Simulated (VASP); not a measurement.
The system is Rb.

```
Rb
1.0
    -2.68559    2.68559    2.68559
     2.68559   -2.68559    2.68559
     2.68559    2.68559   -2.68559
Rb
1
Cartesian
  0.0000 0.0000 0.0000
```

The cell isn't the ideal one: volume scaled by 0.88.

```yaml
Program: VASP 6.6.1
Task: relaxation of cell and atoms
Functional: r2SCAN
Dispersion: rVV10
Potentials_or_basis: VASP PAW PBE potentials, release 64 (Rb_sv)
Cutoff: 600 eV
k_mesh: 7 × 7 × 7
Occupations: methfessel-paxton, width 0.1 eV
Spin: no spin polarisation
```

At the start: pressure 0.6 GPa; volume 77.48 Å³/atom.

Task: How do energy, volume and symmetry change on relaxing?

Result: Over 4 steps the energy falls by 25.0 meV/atom and the volume is 91.67 Å³/atom (+18.3 %); space group Im-3m (No. 229, to 0.05 Å).

The path:
```
step  energy change (eV)  largest force (eV/Å)  pressure (GPa)  volume (Å³)
   1              0.0000                0.0000            0.64        77.48
   2             -0.0117                0.0000            0.44        80.98
   3             -0.0248                0.0000            0.05        90.35
   4             -0.0250                0.0000            0.00        91.67
```

Final structure:
```
Rb
1.0
    -2.84046    2.84046    2.84046
     2.84046   -2.84046    2.84046
     2.84046    2.84046   -2.84046
Rb
1
Direct
  0.00000 0.00000 0.00000
```

Caveat: the PAW data sets were made with another functional, which shifts forces and pressure a little.
